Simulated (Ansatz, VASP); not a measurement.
One calculation of NaI, two programs

The input INCAR:

```
SYSTEM = NaI
PREC     = Accurate       ! precision mode
ENCUT    = 520            ! plane-wave cutoff, eV
EDIFF    = 1E-7           ! SCF threshold, eV
ISMEAR   = 0              ! smearing method
SIGMA    = 0.02           ! smearing width, eV
LREAL    = .FALSE.        ! projectors in reciprocal space
LASPH    = .TRUE.         ! aspherical terms in the spheres
NELM     = 60             ! most SCF steps
ALGO     = Normal         ! electronic algorithm
ISIF     = 2              ! what is computed and relaxed
LWAVE    = .FALSE.        ! write WAVECAR
LCHARG   = .TRUE.         ! write CHGCAR
GGA      = PE             ! functional
LELF     = .TRUE.         ! ELF
LVHAR    = .TRUE.       
NBANDS   = 14             ! bands
```

The input KPOINTS:

```
Automatic mesh
0
G
  6 6 6
  0 0 0
```

The input POSCAR:

```
NaI
1.0
    0.0000000000      3.2364000000      3.2364000000
    3.2364000000      0.0000000000      3.2364000000
    3.2364000000      3.2364000000      0.0000000000
Na I
1 1
Direct
    0.0000000000      0.0000000000      0.0000000000
    0.5000000000      0.5000000000      0.5000000000
```

Input for Ansatz:

```yaml
crystal:
  lattice:
    - [0.0, 3.2364, 3.2364]
    - [3.2364, 0.0, 3.2364]
    - [3.2364, 3.2364, 0.0]
  atoms:
    - { symbol: Na, position: [0.0, 0.0, 0.0] }
    - { symbol: I, position: [0.5, 0.5, 0.5] }
basis:
  ecutwfc: 420
kpoints:
  mp_grid: { grid: [6, 6, 6] }
hamiltonian:
  xc: pbe
scf:
  occupations: { method: gaussian, width: 0.02 }
output:
  forces: true
  stress: true
  eigenvalues: true
  populations: true
```

Alike in both runs: task single point; functional PBE; k mesh 6 × 6 × 6; occupations gaussian, width 0.02 eV; no spin polarisation.

|  | VASP | Ansatz |
| --- | --- | --- |
| version | VASP 6.6.1 | Ansatz 0.2.0 |
| potentials or method | VASP PAW PBE potentials, release 64 (Na_pv, I) | scalar-relativistic, plane waves, PAW |
| plane-wave cutoff (eV) | 520 | 420 |
| valence electrons in the cell | 14 | 26 |

|  | VASP | Ansatz | Ansatz less VASP |
| --- | --- | --- | --- |
| gap on the k mesh at the Fermi level (eV) | 3.64 | 3.64 | +0.004 |
| least direct gap on the mesh (eV) | 3.64 | 3.64 | +0.004 |
| pressure (GPa) | 0.4 | 0.4 | -0.01 |

The two sets of potentials don't hold the same shells in valence.

Caveats: spin-orbit coupling is left out, which moves the levels of the heavy elements.
